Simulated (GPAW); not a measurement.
**NaF (Villiaumite) in GPAW: convergence with plane-wave cutoff (eV)**

The system is NaF (Villiaumite).

```
CELL_PARAMETERS angstrom
0.00000 2.32000 2.32000
2.32000 0.00000 2.32000
2.32000 2.32000 0.00000
ATOMIC_POSITIONS crystal
Na 0.00000 0.00000 0.00000
F 0.50000 0.50000 0.50000
```

| Item | Value |
| --- | --- |
| Program | GPAW 26.7.0 |
| Task | convergence study |
| Functional | r2SCAN |
| Potentials or basis | GPAW PAW data sets (gpaw-data 1.2.1) |
| Cutoff | 300 eV |
| Basis | pw |
| k mesh | 10 × 10 × 10 |
| Occupations | fermi-dirac, width 0.05 eV |
| Spin | no spin polarisation |

These are the settings of the first run; the series varies plane-wave cutoff (eV), with any setting tied to it.

Hardware: 1 thread of Arm Neoverse V2, on a shared host.

```
plane-wave cutoff (eV)  energy less the tightest run, at zero smearing (meV/atom)  pressure (GPa)  gap on the mesh (eV)  SCF cycles  CPU time (s)  peak memory (GiB)
                   300                                                    3709.75         -166.66                 6.602          10            14               0.17
                   350                                                    1521.58          -85.67                 6.753           9            14               0.17
                   400                                                     581.97          -39.34                 7.058          10            15               0.17
                   500                                                     111.79           -5.88                 7.101          10            32               0.18
                   600                                                      77.29           -1.02                 7.108          10            30               0.19
                   700                                                      69.61           -1.71                 7.110          10            49                0.2
                   800                                                      50.11           -2.36                 7.111          10            60               0.21
                  1000                                                      13.78           -1.90                 7.113          10            62               0.22
                  1200                                                       0.00           -1.20                 7.113          10            94               0.24
```

Against the tightest run, the gap on the mesh stays within 0.01 eV from 600 on. Not settled before the last step: the energy (to 1 meV/atom), the pressure (to 0.1 GPa). The tightest run that finished is the yardstick and may itself not be fully converged.

Caveat, for the tightest run too: the PAW data sets were made with another functional, which shifts forces and pressure a little.
